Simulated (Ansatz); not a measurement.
The cell is COD entry 9008681, as deposited and not checked against the literature; nothing was relaxed.

An input for NaI and the output that it gave: DFT, PBE, all-electron LAPW, scalar-relativistic (Ansatz 0.2.0).

```yaml
crystal:
  lattice:
    - [0.0, 3.2364, 3.2364]
    - [3.2364, 0.0, 3.2364]
    - [3.2364, 3.2364, 0.0]
  atoms:
    - { symbol: Na, position: [0.0, 0.0, 0.0] }
    - { symbol: I, position: [0.5, 0.5, 0.5] }
kpoints:
  mp_grid: { grid: [7, 7, 7] }
  band_path:
    path:
      - [0.0, 0.0, 0.0]
      - [0.5, 0.0, 0.5]
      - [0.625, 0.25, 0.625]
      - [0.375, 0.375, 0.75]
      - [0.0, 0.0, 0.0]
      - [0.5, 0.5, 0.5]
      - [0.5, 0.25, 0.75]
      - [0.5, 0.0, 0.5]
    npoints: 8
scf:
  occupations: { method: fermi_dirac, width: 0.01 }
hamiltonian:
  xc: pbe
  pseudopotentials: { kind: all_electron, lapw: { basis_error: 0.001 } }
output:
  forces: true
  stress: true
  eigenvalues: true
  populations: true
  dos: { projected: true, de: 0.2, e_range: [-14, 8] }
```

Output:

```
Na: projections on atomic orbitals take those of the free atom 1s2 2s2 2p6 3s1, of charge +0.00 (hamiltonian.pseudopotentials.projection_atoms)
I: projections on atomic orbitals take those of the free atom 1s2 2s2 2p6 3s2 3p6 3d10 4s2 4p6 4d10 5s2 5p5, of charge +0.00 (hamiltonian.pseudopotentials.projection_atoms)
LAPW: plane waves up to 5.910 Å⁻¹, error target 1.0e-3 eV per atom; small_component_spin mean_spin; Na in spheres of 1.520 Å, 9 of its electrons in bands, Dirac shells []; I in spheres of 1.716 Å, 25 of its electrons in bands, Dirac shells []
Engine: ansatz 0.2.0
Pseudopotentials: kind: all_electron
Pseudopotential: Na, LAPW, valence charge 9, Koelling and Harmon's equation, gaussian nucleus
Pseudopotential: I, LAPW, valence charge 25, Koelling and Harmon's equation, gaussian nucleus
Functional definition: PBE
  parameter kappa = 0.804
  parameter beta = 0.06672455060314922
  exchange = pbe_x(kappa = kappa, mu = beta*pi^2/3)
  correlation = pbe_c(beta = beta)
Crystal: 2 atoms, lattice volume = 67.798 Å³
Basis set: ecut = 133.0661962015174 eV, 259 PW (Γ), exchange–correlation at level 2
Bands: 21, of which v1, the nominal top of the filled ones, is band 17 counted from 1 (16 counted from 0)
Symmetry: 48 space group operations
Space group: Fm-3m (ITA 225), of the structure as read, at distance tolerance 4.1e-5 Å
k-points: 20 of 343
Non-local potential: Na, projectors of the file, none
Non-local potential: I, projectors of the file, none
Initial density: superposition of atomic densities (chi_scale 0.1, normalization cell, long waves kept (reshape's long-wave potential 0.00 eV rms))
Initial wavefunctions: plane waves of lowest kinetic energy (no species holds an atomic orbital)
Functional: x = pbe(κ = 0.804, μ = 0.2195149727645171), c = pbe(β = 0.06672455060314922)
iter 1 solved again at ethr=5.83e-4 eV; its pass at ethr=1.00e-1 eV (dr2=1.98e-1 eV) is discarded
SCF iter   1: F=—  HF=-198064.579827 eV  |F-HF|=—  |Δ(HF+E_count)|=         —  Δρ=1.07e-2  dr2=1.98e-1  ethr=5.83e-4  ⟨swp⟩=2.6  Hψ=2648  notcnv=0
preconditioner: auto → none  [insulator: Δε(μ)=3.866 eV  Ē_g=10.827 eV  σ=0.010 eV  W_gap=1.00  n_scr=14 (ndim 8)  ℏωp=12.8 eV  f_vac=0.066  D(μ)=0.00/eV (n_scr^D=0)  ε∞_Penn≈2.4]
iter 2 solved again at ethr=5.15e-5 eV; its pass at ethr=5.83e-4 eV (dr2=1.75e-2 eV) is discarded
SCF iter   2: F=—  HF=-198064.511806 eV  |F-HF|=—  |Δ(HF+E_count)|=   6.80e-2  Δρ=3.30e-3  dr2=1.75e-2  ethr=5.15e-5  ⟨swp⟩=2.0  Hψ=2219  notcnv=0
SCF iter   3: F=—  HF=-198064.514901 eV  |F-HF|=—  |Δ(HF+E_count)|=         —  Δρ=1.21e-3  dr2=2.28e-3  ethr=5.15e-5  ⟨swp⟩=3.0  Hψ=1360  notcnv=0
the basis was enlarged: its passes take 106.3 KiB over the memory plan, 1 of 1 planned eigensolver slots
SCF iter   4: F=—  HF=-198064.516074 eV  |F-HF|=—  |Δ(HF+E_count)|=   1.17e-3  Δρ=2.18e-4  dr2=4.74e-5  ethr=6.70e-6  ⟨swp⟩=3.0  Hψ=1353  notcnv=0
SCF iter   5: F=—  HF=-198064.516201 eV  |F-HF|=—  |Δ(HF+E_count)|=   1.28e-4  Δρ=4.04e-5  dr2=1.74e-6  ethr=1.40e-7  ⟨swp⟩=3.0  Hψ=1346  notcnv=0
SCF iter   6: F=-198064.516207 eV  HF=-198064.516207 eV  |F-HF|=3.67e-8  |Δ(HF+E_count)|=   5.17e-6  Δρ=3.19e-6  dr2=1.16e-8  ethr=5.12e-9  ⟨swp⟩=3.0  Hψ=1271  notcnv=0
SCF 1 converged in 6 iterations: F = -198064.516207 eV  dr2 = 1.16e-8
NSCF: frozen V_eff on 57 k-points
SCF converged after 6 iterations
Free energy (F): -198064.516207 eV
Harris-Foulkes:  -198064.516207 eV  (|F-HF|=3.67e-8)
Internal energy: -198064.516207 eV  (E = F + TS)
E sigma→0 (E₀):  -198064.516207 eV
Fermi energy:    5.736093 eV
--- Per-component energies (eV) ---
  E_band       = -1628.478138
  E_kinetic    = 209369.565455
  E_xc         = -5332.559136
  E_electrostatic = -402101.522525  (all electrons and nuclei)
  E_smearing   = -0.000000  (= −TS)
  E_closure    = 0.000000  (closes the sum)
  E_atoms      = -198059.148890  (free atoms, spherical and without spin; not in F)
  Σ components = -198064.516207   (vs F -198064.516207, Δ=0.00e0)
  Basis errors (estimates in eV, not in F): energy 3.9e-4 per atom: plane waves 3.5e-4 (1.9e-4 summed), levels above the bands 4.9e-288, relativity 1.6e-8, radial functions 3.7e-5, core shells 6.3e-13; eigenvalues (radial functions only) 4.3e-6; not estimated: angular momenta, meshes, grids; target (lapw.basis_error) 1.0e-3; muffin-tin radii Na 1.520 Å, I 1.716 Å
--- Forces (eV/Å), atoms counted from 1 ---
  atom   1  Na     0.00000000     0.00000000    -0.00000000
  atom   2  I      0.00000000    -0.00000000    -0.00000000
  max |Σ_I F_I| component: 2.91e-30 eV/Å
--- Stress (GPa, compression-positive) ---
        0.431088       0.000000       0.000000
        0.000000       0.431088      -0.000000
        0.000000      -0.000000       0.431088
  P = ⅓ Tr σ = 0.4311 GPa (4.311 kbar)
--- Band table (eV; the first three rows and the last of 20) ---
  k-point 0: bands = ["-169.3532", "-116.3449", "-116.3449", "-116.3449", "-46.6166", "-39.1440", "-39.1440", "-39.1404", "-39.1404", "-39.1404", "-18.5311", "-18.5311", "-18.5311", "-7.1101", "3.9085", "3.9085", "3.9085", "7.5525", "11.8694", "11.8694", "11.8694"]
  k-point 1: bands = ["-169.3532", "-116.3449", "-116.3449", "-116.3449", "-46.6166", "-39.1440", "-39.1440", "-39.1404", "-39.1404", "-39.1404", "-18.5320", "-18.5311", "-18.5311", "-7.0550", "3.3349", "3.8517", "3.8517", "8.1963", "11.4371", "12.0447", "12.0447"]
  k-point 2: bands = ["-169.3532", "-116.3449", "-116.3449", "-116.3449", "-46.6166", "-39.1440", "-39.1440", "-39.1403", "-39.1403", "-39.1403", "-18.5343", "-18.5312", "-18.5312", "-6.9252", "2.4023", "3.7311", "3.7311", "8.9501", "11.5937", "11.7855", "11.7855"]
  k-point 19: bands = ["-169.3532", "-116.3449", "-116.3449", "-116.3449", "-46.6165", "-39.1440", "-39.1439", "-39.1403", "-39.1403", "-39.1402", "-18.5340", "-18.5340", "-18.5324", "-6.7193", "2.4243", "2.4850", "3.1549", "9.6348", "10.9408", "11.8626", "12.2284"]
--- Löwdin populations: 2 sites ---
  site symbol       q [e]
     0     Na     10.3728
     1      I     53.5872
  spilling = 0.000625 (of n_electrons = 64.000000)
```
